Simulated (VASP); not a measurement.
# GaSb (F-43m) in VASP: a series of runs

The runs below take GaSb through single point, with PBE.

All numbers are computed with VASP 6.6.1; they aren't measurements. Logs are shortened: lines on timing, memory, paths and dates and some standing lists are left out, and cuts for length are marked.

**The experiment to reproduce.**

A printed reference work, data compilation reports, for a bulk crystal of GaSb at 4.2 K: band gap 0.811 eV (direct).

The runs below are set against these values where they give the same quantity.

## (1) Starting point

It takes space group F-43m (No. 216, cubic). The conventional cell has a = 6.118 Å, b = 6.118 Å, c = 6.118 Å, α = 90.00°, β = 90.00°, γ = 90.00°. Around Ga (site symmetry -43m) lie 4 Sb at 2.65 Å. Sb (site symmetry -43m) has 4 Ga at 2.65 Å as nearest neighbours.

## (2) Single point, PBE

Contents of INCAR:

```
SYSTEM = GaSb
PREC = Accurate ; ENCUT = 520
EDIFF = 1E-7 ; ISMEAR = 0
SIGMA = 0.05 ; LREAL = .False.
LASPH = .True. ; NELM = 100
ALGO = Normal ; ISIF = 2
LWAVE = .False. ; LCHARG = .True.
GGA = PE ; LELF = .True.
LVHAR = .True. ; NBANDS = 16
```

Contents of KPOINTS:

```
regular mesh
0
Gamma
  10 10 10
  0 0 0
```

Contents of POSCAR:

```
GaSb
1.0
    0.0000000000      3.0590005565      3.0590005565
    3.0590005565      0.0000000000      3.0590005565
    3.0590005565      3.0590005565      0.0000000000
Ga Sb
1 1
Direct
    0.0000000000      0.0000000000      0.0000000000
    0.7500000000      0.7500000000      0.7500000000
```

Potentials or basis: VASP PAW PBE potentials, release 64 (Ga_d, Sb).

Command:

```sh
$ cat potpaw_PBE.64/Ga_d/POTCAR potpaw_PBE.64/Sb/POTCAR > POTCAR
$ mpirun -np 1 vasp_std > vasp.out
```

OUTCAR:

```text
SYSTEM = GaSb
   PREC = Accurate
   ENCUT = 520
   EDIFF = 1E-7
   ISMEAR = 0
   LREAL = .False.
   LASPH = .True.
   NELM = 100
   ISIF = 2
   GGA = PE

 ion  position               nearest neighbor table
   1  0.000  0.000  0.000-   2 2.65   2 2.65   2 2.65   2 2.65
   2  0.750  0.750  0.750-   1 2.65   1 2.65   1 2.65   1 2.65

  LATTYP: Found a face centered cubic cell.
 ALAT       =     6.1180011130

  Lattice vectors:

 A1 = (   0.0000000000,   3.0590005565,   3.0590005565)
 A2 = (   3.0590005565,   0.0000000000,   3.0590005565)
 A3 = (   3.0590005565,   3.0590005565,   0.0000000000)

Analysis of symmetry for initial positions (statically):
=====================================================================
 Subroutine PRICEL returns:
 Original cell was already a primitive cell.

 Routine SETGRP: Setting up the symmetry group for a
 face centered cubic supercell.

 Subroutine GETGRP returns: Found 24 space group operations
 (whereof 24 operations were pure point group operations)
 out of a pool of 48 trial point group operations.

The static configuration has the point symmetry T_d .

Analysis of symmetry for dynamics (positions and initial velocities):
=====================================================================
 Subroutine PRICEL returns:
 Original cell was already a primitive cell.

 Routine SETGRP: Setting up the symmetry group for a
 face centered cubic supercell.

 Subroutine GETGRP returns: Found 24 space group operations
 (whereof 24 operations were pure point group operations)
 out of a pool of 48 trial point group operations.

The dynamic configuration has the point symmetry T_d .

 Subroutine INISYM returns: Found 24 space group operations
 (whereof 24 operations are pure point group operations),
 and found     1 'primitive' translations

----------------------------------------------------------------------------------------

                                     Primitive cell

  volume of cell :      57.2491

  direct lattice vectors                    reciprocal lattice vectors
     0.000000000  3.059000557  3.059000557    -0.163452079  0.163452079  0.163452079
     3.059000557  0.000000000  3.059000557     0.163452079 -0.163452079  0.163452079
     3.059000557  3.059000557  0.000000000     0.163452079  0.163452079 -0.163452079

  length of vectors
     4.326080074  4.326080074  4.326080074     0.283107305  0.283107305  0.283107305

[... 79 lines left out ...]
   NELM   =    100;   NELMIN=  2; NELMDL= -5     # of ELM steps
   EDIFF  = 0.1E-06   stopping-criterion for ELM
   LREAL  =      F    real-space projection
   EDIFFG = 0.1E-05   stopping-criterion for IOM
   NSW    =      0    number of steps for IOM
   IBRION =     -1    ionic relax: 0-MD 1-quasi-New 2-CG
   NFREE  =      0    steps in history (QN), initial steepest desc. (CG)
   ISIF   =      2    stress and relaxation
   ISYM   =      2    0-nonsym 1-usesym 2-fastsym
   POTIM  = 0.5000    time-step for ionic-motion
   TEBEG  =    0.0;   TEEND  =   0.0 temperature during run
   PSTRESS=    0.0 pullay stress
   NELECT =      18.0000    total number of electrons
   NUPDOWN=      -1.0000    fix difference up-down
   EMIN   =  10.00;   EMAX   =-10.00  energy-range for DOS
   EFERMI =   0.00;   METHOD = LEGACY
   ISMEAR =     0;   SIGMA  =   0.05  broadening in eV -4-tet -1-fermi 0-gaus
   EFERMI_NEDOS =   21; number of points for ismear=-14 and -15
   IALGO  =     38    algorithm
   IMIX   =      4    mixing-type and parameters
     AMIX     =   0.40;   BMIX     =  1.00
     AMIX_MAG =   1.60;   BMIX_MAG =  1.00
  volume/ion in A,a.u.               =      28.62       193.17
  Fermi-wavevector in a.u.,A,eV,Ry     =   1.113207  2.103657 16.860760  1.239231
  Thomas-Fermi vector in A             =   2.249790
   LORBIT       =      0    0 simple, 1 ext, 2 COOP (PROOUT), +10 PAW based schemes
   GGA     = PE    functional components
   LHFCALC =     F    Hartree Fock is set to
   AEXX    =    0.0000 exact exchange contribution
   IVDW    =     0    specifies the selected vdW correction
   LEPSILON=     F    determine dielectric tensor
   LRPA    =     F    only Hartree local field effects (RPA)
 non-spin polarized calculation
 Gauss-broadening in eV      SIGMA  =   0.05
  energy-cutoff  :      520.00
  volume of cell :       57.25
 maximum number of plane-waves:      1572
   NGX = 17   NGY = 17   NGZ = 17

 number of electron      17.9999986 magnetization

 Free energy of the ion-electron system (eV)
  ---------------------------------------------------
  ext. energy  EPLUGINS =         0.00000000
  ---------------------------------------------------
  free energy    TOTEN  =        -7.35124208 eV

  energy without entropy =       -7.35116203  energy(sigma->0) =       -7.35120205

 E-fermi :   4.9045     XC(G=0):  -9.0894

 val. band max:        4.8695152533   @ k =   0.0000   0.0000   0.0000
 cond. band min:       4.9059572427   @ k =   0.0000   0.0000   0.0000
 fundamental gap:      0.0364419894
 Fermi energy:         4.9045013202

 k-point     1 :       0.0000    0.0000    0.0000
  band No.  band energies     occupation
      1     -10.1642      2.00000
      2     -10.1642      2.00000
      3     -10.1642      2.00000
      4     -10.1145      2.00000
      5     -10.1145      2.00000
      6      -6.6068      2.00000
[... 433 lines left out ...]
      3     -10.1452      2.00000
      4     -10.1229      2.00000
      5     -10.1115      2.00000
      6      -4.9988      2.00000
[... 8 lines left out ...]
     15      15.1977      0.00000
     16      15.3441      0.00000

 [... further k-points ...]

------------------------ aborting loop because EDIFF is reached ----------------------------------------

  FORCE on cell =-STRESS in cart. coord.  units (eV):
  Direction    XX          YY          ZZ          XY          YZ          ZX
  --------------------------------------------------------------------------------------
  -------------------------------------------------------------------------------------
  Total        0.8608383      0.8608383      0.8608383     -0.0000000      0.0000000      0.0000000
  in kB       24.0914800     24.0914800     24.0914800     -0.0000000      0.0000000      0.0000000
  external PRESSURE =      24.0914800 kB  Pullay stress =       0.0000000 kB

 VOLUME and BASIS-vectors are now :
 -----------------------------------------------------------------------------
  energy-cutoff  :      520.00
  volume of cell :       57.25
      direct lattice vectors                 reciprocal lattice vectors
     0.000000000  3.059000557  3.059000557    -0.163452079  0.163452079  0.163452079
     3.059000557  0.000000000  3.059000557     0.163452079 -0.163452079  0.163452079
     3.059000557  3.059000557  0.000000000     0.163452079  0.163452079 -0.163452079

 POSITION                                       TOTAL-FORCE (eV/Angst)
 -----------------------------------------------------------------------------------
      0.00000      0.00000      0.00000        -0.000000     -0.000000     -0.000000
      4.58850      4.58850      4.58850         0.000000      0.000000      0.000000
 -----------------------------------------------------------------------------------
    total drift:                               -0.000002     -0.000002     -0.000002

  FREE ENERGIE OF THE ION-ELECTRON SYSTEM (eV)
  ---------------------------------------------------
  free  energy   TOTEN  =        -7.3512420764 eV

  energy  without entropy=       -7.3511620258  energy(sigma->0) =       -7.35120205
```

It took 37 s on 1 thread of Intel Xeon Platinum 8488C (Sapphire Rapids), shared host; peak memory 0.19 GiB.

What came out:

| Property | Result |
| --- | --- |
| Free energy | -7.3512 eV |
| Pressure | 2.4 GPa |
| Band gap on the k mesh | 0.04 eV, direct |

Caveat: spin-orbit coupling is left out, which moves the levels of the heavy elements.

## (3) Single point, PBE

Contents of INCAR:

```
SYSTEM = GaSb
ALGO = Normal
EDIFF = 1E-6
ENCUT = 520
GGA = PE
ISIF = 2
ISMEAR = 0
LASPH = .TRUE.
LCHARG = .TRUE.
LELF = .TRUE.
LREAL = .FALSE.
LVHAR = .TRUE.
LWAVE = .FALSE.
NBANDS = 16
NELM = 100
PREC = Accurate
SIGMA = 0.05
```

Contents of KPOINTS:

```
k-points
0
G
  10 10 10
  0 0 0
```

POSCAR is that of step 2.

Potentials or basis: VASP PAW PBE potentials, release 64 (Ga_d, Sb).

Command:

```sh
$ cat potpaw_PBE.64/Ga_d/POTCAR potpaw_PBE.64/Sb/POTCAR > POTCAR
$ mpirun -np 1 vasp_std > vasp.out
```

It took 36 s on 1 thread of Intel Xeon Platinum 8488C (Sapphire Rapids), shared host; peak memory 0.19 GiB.

The run converged. Its results:

```
Free energy            : -7.3512 eV
Pressure               : 2.4 GPa
Band gap on the k mesh : 0.04 eV, direct
```

Levels at points of the mesh, in eV from the valence-band top:
```
           k point  band 7  band 8  band 9  band 10  band 11  band 12
(0.00, 0.00, 0.00)    0.00    0.00    0.00     0.04     2.78     2.78
(0.50, 0.00, 0.00)   -6.36   -1.15   -1.15     0.40     3.75     3.75
(0.50, 0.50, 0.00)   -6.81   -2.57   -2.57     0.91     1.25     8.68
```

Caveat: spin-orbit coupling is left out, which moves the levels of the heavy elements.

## (4) Against experiment

Step 2. Against the measured gap of GaSb, 0.811 eV (direct; 4.2 K; a printed reference work, data compilation), the calculated 0.04 eV is off by -0.77 eV. Spin-orbit coupling on Ga, Sb is left out. The value is that of PBE on a finite k mesh, which can miss the band edges, without temperature or zero-point motion. Semilocal functionals fall short of measured gaps as a rule.

Step 3. A measured gap of GaSb is 0.811 eV (direct; 4.2 K; a printed reference work, data compilation); the calculated 0.04 eV misses it by -0.77 eV. Spin-orbit coupling on Ga, Sb is left out. The value is that of PBE on a finite k mesh, which can miss the band edges, without temperature or zero-point motion. Semilocal functionals fall short of measured gaps as a rule.
